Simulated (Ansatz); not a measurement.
BaSnO3:
```
BaSnO3
1.0
    4.17601     0.00000     0.00000
    0.00000     4.17601     0.00000
    0.00000     0.00000     4.17601
Sn Ba O
1 1 3
Direct
  0.00000   0.00000   0.00000
  0.50000   0.50000   0.50000
  0.50000   0.00000   0.00000
  0.00000   0.50000   0.00000
  0.00000   0.00000   0.50000
```

Relaxed with PBE. The program Ansatz at the PBE level (PAW) gives a gap of 0.48 eV.

Question: What gap does HSE06 give on the same cell (Ansatz, PAW)?

Answer: 2.08 eV, 1.60 eV more. The hybrid was solved on a coarser mesh and at special points; its gap is the smallest among all of these.

```json
[
 {"k": "Γ", "v1 PBE": "-0.49", "c1 PBE": "0.48", "v1 HSE06": "-0.45", "c1 HSE06": "2.08"},
 {"k": "R", "v1 PBE": "0.00", "c1 PBE": "5.11", "v1 HSE06": "…", "c1 HSE06": "…"},
 {"k": "M", "v1 PBE": "-0.05", "c1 PBE": "6.39", "v1 HSE06": "…", "c1 HSE06": "…"},
 {"k": "X", "v1 PBE": "-0.97", "c1 PBE": "4.52", "v1 HSE06": "…", "c1 HSE06": "…"}
]
```

Question: Top valence (v1) and lowest conduction level (c1) in eV from each method's valence maximum (which need not be a listed point): supply the withheld HSE06 values.

Answer: 
- R, v1 HSE06: 0.00
- R, c1 HSE06: 6.76
- X, v1 HSE06: -1.05
- X, c1 HSE06: 6.35
- M, v1 HSE06: -0.05
- M, c1 HSE06: 8.37

Cost on shared cores: the PBE run (SCF on a 7×7×7 mesh, then bands and DOS) around 17 core-seconds (rough), the HSE06 run (SCF on 4×4×4, then a few points) around 60 core-seconds (rough); the tasks are unlike.

Space group Pm-3m (cubic perovskite). Symmetry was held in the PBE relaxation. At this level the phase is dynamically unstable (imaginary phonons). Spin–orbit coupling is left out wherever it is not named.

Potentials: the later of the program's two PAW sets.
